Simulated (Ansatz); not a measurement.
**BN in Ansatz: the effect of functional**

The system is BN.

```xyz
2
Lattice="1.2256 0.7076 3.3041 -1.2256 0.7076 3.3041 0.0000 -1.4152 3.3041" Properties=species:S:1:pos:R:3 pbc="T T T"
N     0.0000    0.0000    6.6138
B     0.0000    0.0000    0.0033
```

The cell is a database's computed one.

The cell isn't the ideal one: volume scaled by 0.94.

Alike in all runs:

| Item | Value |
| --- | --- |
| Program | Ansatz 0.2.0 |
| Task | single point |
| Potentials or basis | Ansatz PAW |
| k mesh | 12 × 12 × 12 |
| Occupations | fermi-dirac, width 0.05 eV |
| Spin | no spin polarisation |

```csv
functional,cutoff,gap on the mesh (eV),pressure (GPa)
LDA,420 eV (not typed: the program's choice for these potentials),?,?
PBEsol,420 eV (not typed: the program's choice for these potentials),4.26,17.4
r2SCAN,500 eV (not typed: the program's choice for these potentials),4.88,16.6
```

Q: What does the run with functional LDA give?

A: gap on the mesh 4.18 eV; pressure 11.9 GPa.

Caveats: the PAW data sets come from PBE, with cores solved anew for the run's functional, which leaves a small shift of forces and pressure.

A k mesh can miss the band edges.
